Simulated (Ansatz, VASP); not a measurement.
# Two plane-wave programs on TiB

```xyz
2
Lattice="0.0000 2.4798 2.4798 2.4798 0.0000 2.4798 2.4798 2.4798 0.0000" Properties=species:S:1:pos:R:3 pbc="T T T"
Ti    3.7197    3.7197    3.7197
B     0.0000    0.0000    0.0000
```

Alike in both runs: task relaxation of cell and atoms; functional LDA; k mesh 14 × 14 × 14; occupations gaussian, width 0.1 eV; no spin polarisation.

```csv
,VASP,Ansatz
version,VASP 6.6.1,Ansatz 0.2.0
potentials or method,"VASP PAW LDA potentials, release 64 (Ti_sv, B)","scalar-relativistic, plane waves, PAW"
plane-wave cutoff (eV),600,420
valence electrons in the cell,15,15
```

```csv
,VASP,Ansatz,Ansatz less VASP
"gap on the k mesh at the Fermi level, each at its own relaxed structure (eV)",none,none,-
relaxed volume (Å³/atom),14.34,14.33,-0.011
relaxed cell length with the largest relative difference (Å),3.436,3.435,-0.0009
energy change over the relaxation (meV/atom),-18,-19,-0.9
```

A gap of «none» marks a metal or a gap that the smearing closes.

LDA usually gives volumes a few per cent too small. Zero-point motion and thermal expansion aren't in these numbers.
